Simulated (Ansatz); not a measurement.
**TaN and the effect of the functional**

```cif
data_structure
_symmetry_space_group_name_H-M 'P-62m'
_symmetry_Int_Tables_number 189
_cell_length_a 5.1960
_cell_length_b 5.1960
_cell_length_c 2.9110
_cell_angle_alpha 90.000
_cell_angle_beta 90.000
_cell_angle_gamma 120.000
_cell_volume 68.06
loop_
_atom_site_label
_atom_site_type_symbol
_atom_site_symmetry_multiplicity
_atom_site_Wyckoff_symbol
_atom_site_fract_x
_atom_site_fract_y
_atom_site_fract_z
_atom_site_occupancy
Ta1 Ta 1 a 0.00000 0.00000 0.00000 1
Ta2 Ta 2 d 0.66667 0.33333 0.50000 1
N1 N 3 f 0.00000 0.39285 0.00000 1
```

Kept alike: task band structure; k mesh 6 × 6 × 9; occupations fermi-dirac, width 0.05 eV; no spin polarisation. Program: Ansatz, Ansatz PAW. Cutoffs run from 420 to 500 eV. The mesh is that of the run's cell of 6 atoms. No spin-orbit coupling.

| run | pressure (GPa) |
| --- | --- |
| A | -3.78 |
| B | 0.31 |
| C | -9.98 |

Pressure is positive in compression, with a Pulay correction for the finite cutoff. For a metal such a mesh leaves the last digits unconverged. All rows use potentials made for PBE.

Task: The runs differ in the functional (and the cutoff that goes with it) alone: LDA; PBEsol; r2SCAN. Which run is which?

Result: Run A is PBEsol; run B is r2SCAN; run C is LDA. The pressure runs from -9.98 (LDA) to 0.31 GPa (r2SCAN).
